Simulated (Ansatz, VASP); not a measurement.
## Two plane-wave programs on Zn

```
CELL_PARAMETERS angstrom
0.00000 1.96551 1.96551
1.96551 0.00000 1.96551
1.96551 1.96551 0.00000
ATOMIC_POSITIONS crystal
Zn 0.00000 0.00000 0.00000
```

Alike in both runs: task single point; functional PBE; k mesh 8 × 8 × 8; occupations gaussian, width 0.05 eV; no spin polarisation.

|  | VASP | Ansatz |
| --- | --- | --- |
| version | VASP 6.6.1 | Ansatz 0.2.0 |
| potentials or method | VASP PAW PBE potentials, release 64 (Zn) | scalar-relativistic, plane waves, PAW |
| plane-wave cutoff (eV) | 520 | 420 |
| valence electrons in the cell | 12 | 12 |

|  | VASP | Ansatz | Ansatz less VASP |
| --- | --- | --- | --- |
| gap on the k mesh at the Fermi level (eV) | none | none | - |
| pressure (GPa) | 0.5 | 0.1 | -0.39 |

A gap of «none» marks a metal or a gap that the smearing closes.
